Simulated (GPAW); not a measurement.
# MnO in GPAW: the effect of Hubbard term

MnO:

```xyz
2
Lattice="0.0000 2.2220 2.2220 2.2220 0.0000 2.2220 2.2220 2.2220 0.0000" Properties=species:S:1:pos:R:3 pbc="T T T"
Mn    0.0000    0.0000    0.0000
O     2.2220    2.2220    2.2220
```

Alike in all runs:

* Program: GPAW 26.7.0
* Task: single point
* Functional: r2SCAN
* Potentials or basis: GPAW PAW data sets (gpaw-data 1.2.1)
* Cutoff: 800 eV
* Basis: pw
* k mesh: 7 × 7 × 7
* Occupations: fermi-dirac, width 0.05 eV
* Spin: collinear spin, ferromagnetic start
* Starting moments: [4.0, 0.0] μB
* Maxiter: 150

**Question.** One run gave: gap on the mesh 0.45 eV; pressure 5.4 GPa. Which Hubbard term did it use?
A. Mn d U = 3 eV
B. Mn d U = 4 eV
C. Mn d U = 6 eV
D. none
E. Mn d U = 2 eV

**Answer.** E.

```tsv
Hubbard term	gap on the mesh (eV)	pressure (GPa)
none	none	3.8
Mn d U = 2 eV	0.45	5.4
Mn d U = 3 eV	0.72	6.2
Mn d U = 4 eV	0.97	6.9
Mn d U = 5 eV	1.20	7.5
Mn d U = 6 eV	1.40	8.1
Mn d U = 8 eV	1.76	9.2
```

Caveats: the PAW data sets were made with another functional, which shifts forces and pressure a little; a cell with one magnetic atom can't hold antiferromagnetic order, which such compounds often take; an odd mesh through Γ misses points on the zone boundary, where band edges often lie (some runs); semilocal functionals often make such compounds metallic where correlation or magnetic order opens a gap, which also shifts bond lengths (some runs).

A gap of «none» marks a metal or a gap under the smearing width.

Runs at the PBE level aren't shown here.
